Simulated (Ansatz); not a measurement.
Planning a run of Ansatz 0.2.0 on WS2 (Tungstenite). The input:

```yaml
crystal:
  lattice:
    - [3.168966, 0.0, 0.0]
    - [-1.584483, 2.7444050597, 0.0]
    - [0.0, 0.0, 12.323]
  atoms:
    - { symbol: W, position: [0.3333333333, 0.6666666667, 0.25] }
    - { symbol: W, position: [0.6666666667, 0.3333333333, 0.75] }
    - { symbol: S, position: [0.3333333333, 0.6666666667, 0.6224990731] }
    - { symbol: S, position: [0.6666666667, 0.3333333333, 0.1224990731] }
    - { symbol: S, position: [0.3333333333, 0.6666666667, 0.8775009269] }
    - { symbol: S, position: [0.6666666667, 0.3333333333, 0.3775009269] }
kpoints:
  mp_grid: { grid: [6, 6, 2] }
  band_path:
    path:
      - [0.0, 0.0, 0.0]
      - [0.5, 0.0, 0.0]
      - [0.33333333, 0.33333333, 0.0]
      - [0.0, 0.0, 0.5]
      - [0.5, 0.0, 0.5]
      - [0.33333333, 0.33333333, 0.5]
      - [0.1666666667, 0.1666666667, 0.0]
    npoints: 1
hamiltonian:
  xc: hse06
  pseudopotentials: { kind: paw, azcp: { folder: soft_1 } }
scf:
  occupations: { method: fixed }
  n_extra_bands: 6
output:
  eigenvalues: true
```

```sh
ansatz run input.yaml --threads 4 --pin off --max-ram 138240MiB --backend cuda --events-out ev --progress --plain --runs-dir out --devices 1 --max-vram 26GiB
```

How long will it take on 1 × NVIDIA H100 80GB HBM3 (shared by 3 runs) with 4 threads of AMD EPYC 7R13 (Zen 3), shared host, and how much memory?

It took 18 s; on shared hardware allow 9 s to 36 s. Peak host memory was 1.3 GiB. The sizes that set the cost: 2081 plane waves a state, 14 irreducible k points and 15 SCF cycles.

Exact exchange couples every pair of k points and filled bands, so it costs far more than a semilocal run.

[Paths, hosts, dates, memory and timing lines, banners, echoed tables and standing remarks are left out of the program output.]

[Logs are printed without paths, hosts, clocks, repeated set-up lines and the standing remarks that a program may print on its own settings, such as how far it seeks lower states.]

[Runs of the session that timed out or met a known fault of the program may be left out.]

[Cells called generated may have been cut or substituted from an entry of the Crystallography Open Database or the Materials Project.]

[Hosts, paths, dates, database ids (printed as entryN), source tags and the programs' standing remarks are cut or masked in the printed files.]
